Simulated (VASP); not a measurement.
Ta:

```
CELL_PARAMETERS angstrom
3.19990 0.00000 0.00000
-1.59995 2.77119 0.00000
0.00000 0.00000 4.52233
ATOMIC_POSITIONS crystal
Ta 0.00000 0.00000 0.26401
Ta 0.00000 0.00000 0.73599
```

The cell was built by a generator and needn't be a form met in nature.

The cell isn't the ideal one: random cell with space group P6/mmm (No. 191).

| Item | Value |
| --- | --- |
| Program | VASP 6.6.1 |
| Task | relaxation of cell and atoms |
| Functional | PBE |
| Potentials or basis | VASP PAW PBE potentials, release 64 (Ta_pv) |
| Cutoff | 600 eV |
| k mesh | 6 × 6 × 4 |
| Occupations | gaussian, width 0.1 eV |
| Spin | no spin polarisation |

At the start: pressure 20.3 GPa; volume 20.05 Å³/atom.

Q: Where does the relaxation end?

A: Over 16 steps the energy falls by 1356.0 meV/atom and the volume is 19.67 Å³/atom (-1.9 %); space group P6/mmm (No. 191, to 0.05 Å).

The path:
| step | energy change (eV) | largest force (eV/Å) | pressure (GPa) | volume (Å³) |
| --- | --- | --- | --- | --- |
| 1 | 0.0000 | 6.4313 | 20.32 | 40.10 |
| 2 | -0.9657 | 0.9148 | -10.19 | 52.17 |
| 3 | -1.0325 | 1.2370 | -10.92 | 51.43 |
| 4 | -1.1068 | 1.6731 | -11.46 | 50.67 |
| 5 | -1.4532 | 4.3609 | -12.31 | 45.86 |
| 6 | -0.7972 | 0.2794 | 24.62 | 38.35 |
| 7 | -2.2627 | 1.4498 | -8.70 | 43.18 |
| 8 | -2.2645 | 1.6258 | -9.65 | 43.42 |
| 9 | -2.5786 | 1.6820 | 10.72 | 37.38 |
| 10 | -2.5906 | 1.8004 | 6.71 | 38.20 |
| 11 | -2.5747 | 1.8200 | 4.91 | 38.44 |
| 12 | -2.6914 | 0.2107 | 4.73 | 38.33 |
| 13 | -2.6912 | 0.0956 | -4.38 | 40.47 |
| 14 | -2.7112 | 0.1471 | -0.06 | 39.37 |
| 15 | -2.7112 | 0.1482 | 0.00 | 39.35 |
| 16 | -2.7119 | 0.0072 | 0.08 | 39.34 |

Final structure:
```xyz
2
Lattice="2.8775 0.0000 0.0000 -1.4387 2.4920 0.0000 0.0000 0.0000 5.4859" Properties=species:S:1:pos:R:3 pbc="T T T"
Ta    2.8775    0.0000    1.3713
Ta    0.0000    0.0000    4.1147
```

Caveat: the k mesh is coarse (spacing up to 0.38 Å⁻¹), so the values aren't converged.
